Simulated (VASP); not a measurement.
# PbSe (Clausthalite) (Fm-3m) in VASP: notebook, part 2 of 3

VASP 6.6.1. The steps go on from the part before.

**3. Single point, PBE**

The input, INCAR:

```
PREC = Accurate ; ENCUT = 520
EDIFF = 1E-6 ; ISMEAR = -1
SIGMA = 0.06 ; LREAL = False
LASPH = True ; NELM = 100
ALGO = Normal ; ISIF = 2
LWAVE = False ; LCHARG = False
GGA = PE ; NBANDS = 17
```

The input, KPOINTS:

```
regular mesh
0
Gamma
  5 5 5
```

The input, POSCAR:

```
PbSe
1.0
    0.0000000000      3.0606500000      3.0606500000
    3.0606500000      0.0000000000      3.0606500000
    3.0606500000      3.0606500000      0.0000000000
Pb Se
1 1
Direct
    0.0000000000      0.0000000000      0.0000000000
    0.5000000000      0.5000000000      0.5000000000
```

Potentials or basis: VASP PAW PBE potentials, release 64 (Pb_d, Se).

Run with:

```bash
$ cat potpaw_PBE.64/Pb_d/POTCAR potpaw_PBE.64/Se/POTCAR > POTCAR
$ mpirun -np 1 vasp_std > vasp.out
```

OUTCAR:

```text
PREC = Accurate
   ENCUT = 520
   EDIFF = 1E-6
   ISMEAR = -1
   LREAL = False
   LASPH = True
   NELM = 100
   ISIF = 2
   GGA = PE

 ion  position               nearest neighbor table
   1  0.000  0.000  0.000-   2 3.06   2 3.06   2 3.06   2 3.06   2 3.06   2 3.06
   2  0.500  0.500  0.500-   1 3.06   1 3.06   1 3.06   1 3.06   1 3.06   1 3.06

  LATTYP: Found a face centered cubic cell.
 ALAT       =     6.1213000000

  Lattice vectors:

 A1 = (   0.0000000000,   3.0606500000,   3.0606500000)
 A2 = (   3.0606500000,   0.0000000000,   3.0606500000)
 A3 = (   3.0606500000,   3.0606500000,   0.0000000000)

Analysis of symmetry for initial positions (statically):
=====================================================================
 Subroutine PRICEL returns:
 Original cell was already a primitive cell.

 Routine SETGRP: Setting up the symmetry group for a
 face centered cubic supercell.

 Subroutine GETGRP returns: Found 48 space group operations
 (whereof 48 operations were pure point group operations)
 out of a pool of 48 trial point group operations.

The static configuration has the point symmetry O_h .

Analysis of symmetry for dynamics (positions and initial velocities):
=====================================================================
 Subroutine PRICEL returns:
 Original cell was already a primitive cell.

 Routine SETGRP: Setting up the symmetry group for a
 face centered cubic supercell.

 Subroutine GETGRP returns: Found 48 space group operations
 (whereof 48 operations were pure point group operations)
 out of a pool of 48 trial point group operations.

The dynamic configuration has the point symmetry O_h .

 Subroutine INISYM returns: Found 48 space group operations
 (whereof 48 operations are pure point group operations),
 and found     1 'primitive' translations

----------------------------------------------------------------------------------------

                                     Primitive cell

  volume of cell :      57.3418

  direct lattice vectors                    reciprocal lattice vectors
     0.000000000  3.060650000  3.060650000    -0.163363991  0.163363991  0.163363991
     3.060650000  0.000000000  3.060650000     0.163363991 -0.163363991  0.163363991
     3.060650000  3.060650000  0.000000000     0.163363991  0.163363991 -0.163363991

  length of vectors
     4.328412740  4.328412740  4.328412740     0.282954733  0.282954733  0.282954733

  position of ions in fractional coordinates (direct lattice)
     0.000000000  0.000000000  0.000000000
     0.500000000  0.500000000  0.500000000

  ion indices of the primitive-cell ions
   primitive index   ion index
                 1           1
                 2           2

----------------------------------------------------------------------------------------

 KPOINTS: regular mesh

Automatic generation of k-mesh.
 Grid dimensions read from file:
 generate k-points for:    5    5    5

 Generating k-lattice:

  Cartesian coordinates                     Fractional coordinates (reciprocal lattice)
    -0.032672798  0.032672798  0.032672798     0.200000000  0.000000000  0.000000000
     0.032672798 -0.032672798  0.032672798     0.000000000  0.200000000  0.000000000
     0.032672798  0.032672798 -0.032672798     0.000000000  0.000000000  0.200000000

  Length of vectors
     0.056590947  0.056590947  0.056590947

  Shift w.r.t. Gamma in fractional coordinates (k-lattice)
     0.000000000  0.000000000  0.000000000

 Subroutine IBZKPT returns following result:
 ===========================================

 Found     10 irreducible k-points:

 Following reciprocal coordinates:
            Coordinates               Weight
  0.000000  0.000000  0.000000      1.000000
  0.200000  0.000000  0.000000      8.000000
  0.400000  0.000000  0.000000      8.000000
  0.200000  0.200000  0.000000      6.000000
  0.400000  0.200000  0.000000     24.000000
 -0.400000  0.200000  0.000000     24.000000
 -0.200000  0.200000  0.000000     12.000000
  0.400000  0.400000  0.000000      6.000000
 -0.400000  0.400000  0.000000     12.000000
 -0.400000  0.400000  0.200000     24.000000
   k-points           NKPTS =     10   k-points in BZ     NKDIM =     10   number of bands    NBANDS=     17
   number of dos      NEDOS =    301   number of ions     NIONS =      2
   total plane-waves  NPLWV =  32768
   dimension x,y,z NGX =    32 NGY =   32 NGZ =   32
   dimension x,y,z NGXF=    64 NGYF=   64 NGZF=   64
   ions per type =               1   1
   NGX,Y,Z   is equivalent  to a cutoff of  12.29, 12.29, 12.29 a.u.
   NGXF,Y,Z  is equivalent  to a cutoff of  24.58, 24.58, 24.58 a.u.
 SYSTEM =  unknown system
   PREC   = accura    normal or accurate (medium, high low for compatibility)
   ISTART =      0    job   : 0-new  1-cont  2-samecut
   ICHARG =      2    charge: 1-file 2-atom 10-const
   ISPIN  =      1    spin polarized calculation?
   LNONCOLLINEAR =      F non collinear calculations
   LSORBIT =      F    spin-orbit coupling
   LASPH  =      T    aspherical Exc in radial PAW
   ENCUT  =  520.0 eV  38.22 Ry    6.18 a.u.   8.05  8.05  8.05*2*pi/ulx,y,z
   NELM   =    100;   NELMIN=  2; NELMDL= -5     # of ELM steps
   EDIFF  = 0.1E-05   stopping-criterion for ELM
   LREAL  =      F    real-space projection
   EDIFFG = 0.1E-04   stopping-criterion for IOM
   NSW    =      0    number of steps for IOM
   IBRION =     -1    ionic relax: 0-MD 1-quasi-New 2-CG
   NFREE  =      0    steps in history (QN), initial steepest desc. (CG)
   ISIF   =      2    stress and relaxation
   ISYM   =      2    0-nonsym 1-usesym 2-fastsym
   POTIM  = 0.5000    time-step for ionic-motion
   TEBEG  =    0.0;   TEEND  =   0.0 temperature during run
   PSTRESS=    0.0 pullay stress
   NELECT =      20.0000    total number of electrons
   NUPDOWN=      -1.0000    fix difference up-down
   EMIN   =  10.00;   EMAX   =-10.00  energy-range for DOS
   EFERMI =   0.00;   METHOD = LEGACY
   ISMEAR =    -1;   SIGMA  =   0.06  broadening in eV -4-tet -1-fermi 0-gaus
   EFERMI_NEDOS =   21; number of points for ismear=-14 and -15
   IALGO  =     38    algorithm
   IMIX   =      4    mixing-type and parameters
     AMIX     =   0.40;   BMIX     =  1.00
     AMIX_MAG =   1.60;   BMIX_MAG =  1.00
  volume/ion in A,a.u.               =      28.67       193.48
  Fermi-wavevector in a.u.,A,eV,Ry     =   1.152377  2.177676 18.068159  1.327972
  Thomas-Fermi vector in A             =   2.289028
   LORBIT       =      0    0 simple, 1 ext, 2 COOP (PROOUT), +10 PAW based schemes
   GGA     = PE    functional components
   LHFCALC =     F    Hartree Fock is set to
   AEXX    =    0.0000 exact exchange contribution
   IVDW    =     0    specifies the selected vdW correction
   LEPSILON=     F    determine dielectric tensor
   LRPA    =     F    only Hartree local field effects (RPA)
 non-spin polarized calculation
  energy-cutoff  :      520.00
  volume of cell :       57.34
 maximum number of plane-waves:      1554
   NGX = 17   NGY = 17   NGZ = 17

 number of electron      20.0000000 magnetization

 Free energy of the ion-electron system (eV)
  ---------------------------------------------------
  ext. energy  EPLUGINS =         0.00000000
  ---------------------------------------------------
  free energy    TOTEN  =        -8.18990245 eV

  energy without entropy =       -8.18989018  energy(sigma->0) =       -8.18989631

 E-fermi :   5.3016     XC(G=0):  -9.5339

 val. band max:        4.6867563962   @ k =   0.4000   0.0000   0.0000
 cond. band min:       5.8736624883   @ k =   0.4000   0.0000   0.0000
 fundamental gap:      1.1869060921
 Fermi energy:         5.3015623711

 k-point     1 :       0.0000    0.0000    0.0000
  band No.  band energies     occupation
      1     -11.7741      2.00000
      2     -11.7741      2.00000
      3     -11.7741      2.00000
      4     -11.7704      2.00000
      5     -11.7704      2.00000
      6      -8.5320      2.00000
[... 9 lines left out ...]
     16      11.5813      0.00000
     17      13.2385      0.00000
[... 161 lines left out ...]
 k-point    10 :      -0.4000    0.4000    0.2000
  band No.  band energies     occupation
      1     -11.8520      2.00000
      2     -11.7726      2.00000
      3     -11.7706      2.00000
      4     -11.7503      2.00000
      5     -11.7342      2.00000
      6      -7.1848      2.00000
[... 9 lines left out ...]
     16      16.3786      0.00000
     17      16.4641      0.00000

------------------------ aborting loop because EDIFF is reached ----------------------------------------

  FORCE on cell =-STRESS in cart. coord.  units (eV):
  Direction    XX          YY          ZZ          XY          YZ          ZX
  --------------------------------------------------------------------------------------
  -------------------------------------------------------------------------------------
  Total        0.8006345      0.8006345      0.8006345      0.0000000      0.0000000     -0.0000000
  in kB       22.3704074     22.3704074     22.3704074      0.0000000      0.0000000     -0.0000000
  external PRESSURE =      22.3704074 kB  Pullay stress =       0.0000000 kB

 VOLUME and BASIS-vectors are now :
 -----------------------------------------------------------------------------
  energy-cutoff  :      520.00
  volume of cell :       57.34
      direct lattice vectors                 reciprocal lattice vectors
     0.000000000  3.060650000  3.060650000    -0.163363991  0.163363991  0.163363991
     3.060650000  0.000000000  3.060650000     0.163363991 -0.163363991  0.163363991
     3.060650000  3.060650000  0.000000000     0.163363991  0.163363991 -0.163363991

 POSITION                                       TOTAL-FORCE (eV/Angst)
 -----------------------------------------------------------------------------------
      0.00000      0.00000      0.00000        -0.000000     -0.000000     -0.000000
      3.06065      3.06065      3.06065         0.000000      0.000000      0.000000
 -----------------------------------------------------------------------------------
    total drift:                                0.000000     -0.000000     -0.000000

  FREE ENERGIE OF THE ION-ELECTRON SYSTEM (eV)
  ---------------------------------------------------
  free  energy   TOTEN  =        -8.1899024461 eV

  energy  without entropy=       -8.1898901824  energy(sigma->0) =       -8.18989631
```

OSZICAR:

```text
N       E                     dE             d eps       ncg     rms          rms(c)
DAV:   1     0.166182288085E+03    0.16618E+03   -0.94287E+03   340   0.119E+03
DAV:   2     0.308502389347E+01   -0.16310E+03   -0.15759E+03   374   0.320E+02
DAV:   3    -0.821644482887E+01   -0.11301E+02   -0.11249E+02   440   0.877E+01
DAV:   4    -0.846519505574E+01   -0.24875E+00   -0.24865E+00   415   0.148E+01
DAV:   5    -0.847568408153E+01   -0.10489E-01   -0.10488E-01   488   0.288E+00    0.280E+00
DAV:   6    -0.819161499635E+01    0.28407E+00   -0.69493E-01   509   0.577E+00    0.160E+00
DAV:   7    -0.818708846920E+01    0.45265E-02   -0.12415E-01   406   0.169E+00    0.866E-01
DAV:   8    -0.819030940334E+01   -0.32209E-02   -0.13582E-02   396   0.124E+00    0.150E-01
DAV:   9    -0.818983775352E+01    0.47165E-03   -0.30915E-03   510   0.519E-01    0.504E-02
DAV:  10    -0.818989497880E+01   -0.57225E-04   -0.23428E-04   406   0.872E-02    0.187E-02
DAV:  11    -0.818990229917E+01   -0.73204E-05   -0.52807E-05   430   0.699E-02    0.826E-03
DAV:  12    -0.818990244612E+01   -0.14695E-06   -0.32719E-06   426   0.151E-02
   1 F= -.81899024E+01 E0= -.81898963E+01  d E =-.122638E-04
```

stdout:

```text
POSCAR found type information on POSCAR PbSe
 POSCAR found :  2 types and       2 ions
 scaLAPACK will be used
 LDA part: xc-table for (Slater+PW92), standard interpolation
 POSCAR, INCAR and KPOINTS ok, starting setup
 FFT: planning ... GRIDC
 FFT: planning ... GRID_SOFT
 FFT: planning ... GRID
 WAVECAR not read
 entering main loop
```

Wall time 6 s (1 thread of Intel Xeon 6975P-C, shared host); peak memory 0.17 GiB.

Results:

| Quantity | Value |
| --- | --- |
| Free energy | -8.1899 eV |
| Pressure | 2.2 GPa |

Levels at points of the mesh, in eV from the Fermi level:
| k point | band 7 | band 8 | band 9 | band 10 | band 11 | band 12 | band 13 | band 14 |
| --- | --- | --- | --- | --- | --- | --- | --- | --- |
| (0.00, 0.00, 0.00) | -6.54 | -2.12 | -2.12 | -2.12 | 4.48 | 4.48 | 4.48 | 6.28 |

Caveat: this odd mesh misses L, where the gap lies, so gap, dielectric constants and Born charges aren't listed; spin-orbit coupling is left out, which moves the levels of the heavy elements.

(Part 2 of 3 ends here.)
